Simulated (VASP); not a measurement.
## VASP 6.6.1 run: NaI

INCAR

```
EDIFF = 1E-7
SIGMA = 0.02
GGA = PE
LWAVE = .FALSE.
LREAL = .FALSE.
NBANDS = 14
ISIF = 2
PREC = Accurate
LCHARG = .FALSE.
NSW = 0
LASPH = .TRUE.
ENCUT = 520
NELM = 66
ISMEAR = -1
IBRION = -1
```

KPOINTS

```
KPOINTS created by Atomic Simulation Environment
0
Monkhorst-Pack
8 8 8
0 0 0
```

POSCAR

```
Na I
 1.0000000000000000
     0.0000000000000000    3.2297205553000001    3.3624620700999999
     3.2297205553000001    0.0000000000000000    3.3624620700999999
     3.2297205553000001    3.2297205553000001    0.0000000000000000
 Na  I
   1   1
Cartesian
  0.0000000000000000  0.0000000000000000  0.0000000000000000
  3.2297205552999997  3.2297205552999997  3.3624620700999994
```

The recommended PBE PAW datasets give the neutral cell 14 valence electrons.

Command

```
mpirun -np 1 vasp_std
```

OSZICAR

```
N       E                     dE             d eps       ncg     rms          rms(c)
DAV:   1     0.823339793505E+02    0.82334E+02   -0.65783E+03  4046   0.888E+02
DAV:   2     0.116768860445E+01   -0.81166E+02   -0.75656E+02  4286   0.217E+02
DAV:   3    -0.529647173798E+01   -0.64642E+01   -0.64245E+01  5244   0.602E+01
DAV:   4    -0.545202735842E+01   -0.15556E+00   -0.15551E+00  5118   0.968E+00
DAV:   5    -0.545591633400E+01   -0.38890E-02   -0.38889E-02  5438   0.149E+00    0.160E+00
DAV:   6    -0.538991944833E+01    0.65997E-01   -0.76962E-02  4896   0.159E+00    0.108E+00
DAV:   7    -0.538049261814E+01    0.94268E-02   -0.68516E-02  5076   0.132E+00    0.615E-01
DAV:   8    -0.538277726499E+01   -0.22846E-02   -0.57685E-03  4824   0.591E-01    0.178E-01
DAV:   9    -0.538273349830E+01    0.43767E-04   -0.20938E-04  4794   0.123E-01    0.437E-02
DAV:  10    -0.538274840052E+01   -0.14902E-04   -0.40495E-05  5034   0.618E-02    0.108E-02
DAV:  11    -0.538274933683E+01   -0.93631E-06   -0.43044E-06  5238   0.192E-02    0.190E-03
DAV:  12    -0.538274969616E+01   -0.35933E-06   -0.58904E-07  4758   0.544E-03    0.108E-03
DAV:  13    -0.538274974324E+01   -0.47073E-07   -0.13422E-08  4364   0.971E-04
   1 F= -.53827497E+01 E0= -.53827497E+01  d E =-.990029E-11
```

From OUTCAR

```
k-points           NKPTS =    144   k-points in BZ     NKDIM =    144   number of bands    NBANDS=     14

   NELECT =      14.0000    total number of electrons

   dimension x,y,z NGX =    36 NGY =   36 NGZ =   36
   dimension x,y,z NGXF=    72 NGYF=   72 NGZF=   72

  energy-cutoff  :      520.00
  volume of cell :       70.15
      direct lattice vectors                 reciprocal lattice vectors
     0.000000000  3.229720555  3.362462070    -0.154812155  0.154812155  0.148700562
     3.229720555  0.000000000  3.362462070     0.154812155 -0.154812155  0.148700562
     3.229720555  3.229720555  0.000000000     0.154812155  0.154812155 -0.148700562

 k-points in reciprocal lattice and weights: KPOINTS created by Atomic Simulation Env
   0.06250000  0.06250000  0.06250000       0.004
   0.18750000  0.06250000  0.06250000       0.008
   0.31250000  0.06250000  0.06250000       0.008
   0.43750000  0.06250000  0.06250000       0.008
  -0.43750000  0.06250000  0.06250000       0.008
  -0.31250000  0.06250000  0.06250000       0.008
  -0.18750000  0.06250000  0.06250000       0.008
  -0.06250000  0.06250000  0.06250000       0.008
   ...

 E-fermi :   0.9868

 k-point     1 :       0.0625    0.0625    0.0625
  band No.  band energies     occupation
      1     -21.9074      2.00000
      2     -21.9030      2.00000
      3     -21.9028      2.00000
      4     -10.3505      2.00000
      5       0.4455      2.00000
      6       0.5501      2.00000
      7       0.5785      2.00000
      8       4.2744      0.00000
      9       8.3130      0.00000
     10       8.5334      0.00000
     11       8.6415      0.00000
     12       9.8910      0.00000
     13      10.3039      0.00000
     14      11.2184      0.00000

 k-point     2 :       0.1875    0.0625    0.0625
  band No.  band energies     occupation
      1     -21.9077      2.00000
      2     -21.9034      2.00000
      3     -21.9030      2.00000
      4     -10.3012      2.00000
      5      -0.0132      2.00000
      6       0.4330      2.00000
      7       0.5394      2.00000
      8       4.8728      0.00000
      9       7.9799      0.00000
     10       8.6176      0.00000
     11       8.7604      0.00000
     12       9.3560      0.00000
     13      10.1148      0.00000
     14      11.6845      0.00000

 k-point     3 :       0.3125    0.0625    0.0625
  band No.  band energies     occupation
      1     -21.9085      2.00000
      2     -21.9044      2.00000
      3     -21.9031      2.00000
      4     -10.2006      2.00000
      5      -0.7582      2.00000
      6       0.3221      2.00000
      7       0.4395      2.00000
      8       5.6030      0.00000
      9       7.9841      0.00000
     10       8.2448      0.00000
     11       8.5319      0.00000
     12       9.8216      0.00000
     13      10.7066      0.00000
     14      11.1400      0.00000

 k-point     4 :       0.4375    0.0625    0.0625
  band No.  band energies     occupation
      1     -21.9094      2.00000
      2     -21.9051      2.00000
      3     -21.9031      2.00000
      4     -10.1048      2.00000
      5      -1.3065      2.00000
      6       0.2516      2.00000
      7       0.3376      2.00000
      8       5.7761      0.00000
      9       7.8596      0.00000
     10       8.1366      0.00000
     11       8.8365      0.00000
     12      10.8098      0.00000
     13      11.1431      0.00000
     14      12.0035      0.00000

 ...

  Total        0.0907082      0.0907082     -0.2507267      0.0000000     -0.0000000      0.0000000
  in kB        2.0717623      2.0717623     -5.7265609      0.0000000     -0.0000000      0.0000000
  external PRESSURE =      -0.5276788 kB  Pullay stress =       0.0000000 kB

 POSITION                                       TOTAL-FORCE (eV/Angst)
 -----------------------------------------------------------------------------------
      0.00000      0.00000      0.00000        -0.000000      0.000000     -0.000000
      3.22972      3.22972      3.36246         0.000000     -0.000000      0.000000
 -----------------------------------------------------------------------------------
    total drift:                                0.000000      0.000000      0.000000

  FREE ENERGIE OF THE ION-ELECTRON SYSTEM (eV)
  ---------------------------------------------------
  free  energy   TOTEN  =        -5.3827497432 eV

  energy  without entropy=       -5.3827497432  energy(sigma->0) =       -5.38274974
```

It converged. Results: gap between bands v and c on the k mesh 3.70 eV; least direct gap on the k mesh 3.70 eV; pressure -0.1 GPa. Band v is the last that the valence electrons fill when counted band by band, and c is the next.

The shifted mesh misses Γ, so a band edge there is missed.

For comparison, a separate PBE run of the intended cell, on usual settings and not on those above, gives a gap of 3.53 eV on its mesh and a pressure of -0.1 GPa.

The run above took about 2 min on one core of a shared host (Intel Xeon Platinum 8488C) and held 0.29 GiB at most.
